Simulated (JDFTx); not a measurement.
FeO (Wuestite):

```
CELL_PARAMETERS angstrom
0.00000 2.15540 2.15540
2.15540 0.00000 2.15540
2.15540 2.15540 0.00000
ATOMIC_POSITIONS crystal
Fe 0.00000 0.00000 0.00000
O 0.50000 0.50000 0.50000
```

Base run:

| Item | Value |
| --- | --- |
| Program | JDFTx 1.7.0 (patched build) |
| Functional | LDA |
| Potentials or basis | PseudoDojo-SR-LDA-0.4.1-standard |
| Cutoff | 1225 eV |
| Density cutoff | 9796 eV |
| k mesh | 11 × 11 × 11 |
| Occupations | fermi-dirac, width 0.05 eV |
| Spin | collinear spin, ferromagnetic start |
| Starting moments | [3.0, 0.0] μB |

Its results: band gap on the k mesh none (metal or under the smearing width); pressure -16.2 GPa; net moment 4.00 μB per cell; site moments Fe +3.61; O +0.40 μB.

Question: The run is repeated on the same cell with these changes: functional from LDA to PBEsol; potentials or basis from PseudoDojo-SR-LDA-0.4.1-standard to PseudoDojo-SR-PBEsol-0.4.1-standard. What comes out?

Answer: Band gap on the k mesh none (metal or under the smearing width); pressure -9.1 GPa; net moment 4.00 μB per cell; site moments Fe +3.63; O +0.38 μB.

Caveats: a cell with one magnetic atom can't hold antiferromagnetic order, which such compounds often take; semilocal functionals often make such compounds metallic where correlation or magnetic order opens a gap, which also shifts bond lengths; so large a pressure means that the cell lies far from this level's equilibrium, or that cutoff or potentials fall short (some runs).

Not every run made on this cell is shown here.
